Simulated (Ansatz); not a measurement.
# AlN: the cost of one run

Computed with Ansatz 0.2.0 (DFT PBE, scalar-relativistic, plane waves, PAW, unless a step's input says otherwise).

6 further runs of the same task are left out: 6 set aside as unsound or not needed.

## (1) The structure to begin with

It takes space group F-43m (No. 216, cubic). The conventional cell has a = 4.403 Å, b = 4.403 Å, c = 4.403 Å, α = 90.00°, β = 90.00°, γ = 90.00°. Al (site symmetry -43m) is surrounded by 4 N at 1.91 Å. N (site symmetry -43m) has 4 Al at 1.91 Å as nearest neighbours.

As a file:

```cif
data_structure
_symmetry_space_group_name_H-M 'F-43m'
_symmetry_Int_Tables_number 216
_cell_length_a 4.4031
_cell_length_b 4.4031
_cell_length_c 4.4031
_cell_angle_alpha 90.000
_cell_angle_beta 90.000
_cell_angle_gamma 90.000
_cell_volume 85.37
loop_
_atom_site_label
_atom_site_type_symbol
_atom_site_symmetry_multiplicity
_atom_site_Wyckoff_symbol
_atom_site_fract_x
_atom_site_fract_y
_atom_site_fract_z
_atom_site_occupancy
Al1 Al 4 a 0.00000 0.00000 0.00000 1
N1 N 4 c 0.25000 0.25000 0.25000 1
```

It goes back to an entry of the Materials Project, which need not be the stable form.

This cell was relaxed beforehand with the same method: volume 10.67 Å³/atom, gap on the mesh 3.31 eV.

## (2) The scan

The energy is mapped over a normal mode and a strain (zone-centre modes of the cell shown, which folds in the wave vector (0, 0, 1/2) of the primitive cell).

The axes are (1) amplitude of mode 6 (564 cm⁻¹), largest displacement in the unstrained cell: 11 values from −0.069 Å; (2) equal normal strain along x, y and z: 7 values from −2.50 %.

Nothing else is relaxed (the pattern is fixed in fractional coordinates). Energies count from the relaxed high-symmetry cell. Points are written as (first, second).

The modes come from a phonon run on the reference cell, made beforehand.

Displacement patterns for an amplitude of 1 (Å):

```csv
atom,x1,y1,z1
Al1,0.577,0.577,-0.577
Al2,-0.577,-0.577,0.577
N3,-0.019,-0.019,0.019
N4,0.019,0.019,-0.019
```

## (3) Point (−0.041 Å, −2.50 %)

The input, input.yaml:

```yaml
crystal:
  lattice:
    - [0.0, -2.1465290356, -2.1465290356]
    - [-2.1465290356, 0.0, -2.1465290356]
    - [2.1465290356, 2.1465290356, -4.2930580711]
  atoms:
    - { symbol: Al, position: [0.0027142358, 0.0027142358, -0.0081427073] }
    - { symbol: Al, position: [0.4972857642, 0.4972857642, 0.5081427073] }
    - { symbol: "N", position: [0.3749129439, 0.3749129439, 0.8752611682] }
    - { symbol: "N", position: [0.8750870561, 0.8750870561, 0.3747388318] }
basis:
  ecutwfc: 520.0
kpoints:
  mp_grid: { grid: [6, 6, 6] }
hamiltonian:
  xc: pbe
scf:
  occupations: { method: gaussian, width: 0.05 }
output:
  forces: true
  stress: true
  eigenvalues: true
```

On the command line:

```
$ ansatz run input.yaml --threads 1 --pin off --max-ram 2048MiB --backend cpu --events-out ev --progress --plain --runs-dir out
```

What time and memory should one allow on 1 thread of Arm Neoverse V1, shared host?

About 2.2 s, with a peak of 0.3 GiB.
